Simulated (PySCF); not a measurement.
Molecule: gamma-butyrolactone (C1C(=O)OCC1, C$_{4}$H$_{6}$O$_{2}$).

Molfile (atoms numbered from 1):
```
C4H6O2
     RDKit          3D

 12 12  0  0  0  0  0  0  0  0999 V2000
    2.2228   -1.3742    0.2072 O   0  0  0  0  0  0  0  0  0  0  0  0
    1.1763   -0.8221    0.0564 C   0  0  0  0  0  0  0  0  0  0  0  0
    0.8503    0.6525    0.2144 C   0  0  0  0  0  0  0  0  0  0  0  0
   -0.6649    0.6611    0.3307 C   0  0  0  0  0  0  0  0  0  0  0  0
   -1.0341   -0.5746   -0.4858 C   0  0  0  0  0  0  0  0  0  0  0  0
    0.0522   -1.4754   -0.3174 O   0  0  0  0  0  0  0  0  0  0  0  0
    1.2019    1.1677   -0.6964 H   0  0  0  0  0  0  0  0  0  0  0  0
    1.3991    1.0801    1.0630 H   0  0  0  0  0  0  0  0  0  0  0  0
   -0.9661    0.5235    1.3810 H   0  0  0  0  0  0  0  0  0  0  0  0
   -1.1458    1.5757   -0.0420 H   0  0  0  0  0  0  0  0  0  0  0  0
   -1.1394   -0.3378   -1.5593 H   0  0  0  0  0  0  0  0  0  0  0  0
   -1.9524   -1.0766   -0.1517 H   0  0  0  0  0  0  0  0  0  0  0  0
  1  2  2  0
  2  3  1  0
  3  4  1  0
  4  5  1  0
  5  6  1  0
  6  2  1  0
  3  7  1  0
  3  8  1  0
  4  9  1  0
  4 10  1  0
  5 11  1  0
  5 12  1  0
M  END
```

Geometry PBE0-D3(BJ)/def2-SVP throughout; GIAO in PySCF, gas phase, one conformer, non-relativistic; equivalent atoms averaged; functional PBE0.

(1) How do the absolute shieldings σ depend on the basis set? (ppm; last column core-seconds on shared hosts with different chips, so compare them loosely)

(2) Which nucleus moves most, in ppm?

(3) Taking the largest basis, pcSseg-2 (300 functions), as the yardstick, rank the others by their worst heavy-atom deviation.

## Answers

(1) 
| basis set | functions | O1 | O6 | C2 | C5 | C3 | C4 | H11/H12 | H7/H8 | H9/H10 | core-s |
| --- | --- | --- | --- | --- | --- | --- | --- | --- | --- | --- | --- |
| STO-3G | 36 | -34.3 | 220.9 | 120.0 | 176.2 | 205.0 | 206.0 | 29.76 | 30.80 | 31.09 | 2.5 |
| 6-31G | 66 | -89.1 | 119.2 | 32.1 | 135.8 | 171.0 | 174.9 | 28.32 | 30.38 | 30.60 | 4.7 |
| pcSseg-0 | 66 | -144.3 | 113.9 | 6.5 | 124.0 | 163.1 | 168.2 | 28.55 | 30.48 | 30.75 | 4.2 |
| 6-31G* | 96 | -48.6 | 135.8 | 32.3 | 131.2 | 167.1 | 170.4 | 27.94 | 29.95 | 30.08 | 7.1 |
| def2-SVP | 114 | -60.8 | 135.3 | 26.5 | 130.7 | 167.5 | 171.0 | 27.55 | 29.51 | 29.69 | 8.6 |
| cc-pVDZ | 114 | -58.0 | 132.7 | 29.1 | 132.3 | 168.2 | 171.3 | 27.39 | 29.40 | 29.55 | 8.8 |
| pcSseg-1 | 132 | -97.4 | 111.6 | 7.9 | 117.0 | 155.4 | 158.8 | 27.22 | 29.20 | 29.40 | 17 |
| aug-cc-pVDZ | 192 | -48.9 | 128.0 | 23.4 | 130.7 | 166.7 | 169.7 | 27.22 | 29.17 | 29.33 | 18 |
| 6-311+G(2d,p) | 198 | -77.0 | 110.2 | 10.3 | 120.1 | 157.5 | 161.2 | 27.44 | 29.33 | 29.51 | 19 |
| def2-TZVP | 222 | -81.3 | 110.9 | 9.3 | 118.9 | 157.3 | 160.9 | 27.43 | 29.34 | 29.49 | 24 |
| cc-pVTZ | 264 | -80.9 | 114.2 | 11.2 | 120.1 | 158.1 | 161.4 | 27.26 | 29.17 | 29.31 | 28 |
| IGLO-III | 270 | -87.7 | 105.2 | 3.1 | 114.6 | 153.7 | 157.3 | 27.27 | 29.16 | 29.35 | 28 |
| pcSseg-2 | 300 | -90.2 | 105.8 | 1.9 | 114.3 | 153.8 | 157.3 | 27.18 | 29.06 | 29.23 | 29 |

(2) C2 (ester carbonyl carbon): from 1.9 ppm with pcSseg-2 to 120.0 ppm with STO-3G. The smallest spread is 1.74 ppm, at H7/H8. Proton shifts span only some 12 ppm, so a few tenths of a ppm matter as much there as several ppm in carbon.

(3) IGLO-III 2.4 ppm (270 functions), pcSseg-1 7.2 ppm (132 functions), def2-TZVP 8.9 ppm (222 functions), cc-pVTZ 9.3 ppm (264 functions), 6-311+G(2d,p) 13.2 ppm (198 functions), def2-SVP 29.4 ppm (114 functions), 6-31G 30.2 ppm (66 functions), cc-pVDZ 32.1 ppm (114 functions), aug-cc-pVDZ 41.2 ppm (192 functions), 6-31G* 41.6 ppm (96 functions), pcSseg-0 54.1 ppm (66 functions), STO-3G 118.2 ppm (36 functions).

A small basis that lands close on one nucleus may do so by chance; judge by the trend and by all nuclei.
